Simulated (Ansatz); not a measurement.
**AlSb, pressure series**

Consider AlSb in the zinc blende structure (space group F-43m, No. 216; a = 6.2256 Å).

Cell and atoms are relaxed at each pressure.

The values are results of Ansatz (a quantum-chemistry and plane-wave program), PBE, PAW, cutoff 420 eV, without spin-orbit coupling, earlier PAW set, not measurements.

Candidates:
(a) pressure 30 GPa
(b) pressure 0.9 GPa
(c) pressure 9 GPa
(d) pressure 2.1 GPa
(e) pressure 4.5 GPa

Before the change:

Smallest direct gap: 1.28 eV

Problem. Order them by smallest direct gap, lowest first.

Solution. (b) pressure 0.9 GPa (1.41 eV), (d) pressure 2.1 GPa (1.58 eV), (e) pressure 4.5 GPa (1.88 eV), (c) pressure 9 GPa (2.37 eV), (a) pressure 30 GPa (3.29 eV)

With Sb present, leaving out spin-orbit coupling can change the band edges. Load acts through the strain it causes; cell and atoms are relaxed under it. No phonon test of stability was made. Measured, AlSb leaves this structure (for a Cmcm phase) near 8.1 GPa (temperature not stated; as listed in Datta, Sujoy, Jana, Debnarayan, arXiv (2020)), on rising pressure, with hysteresis.
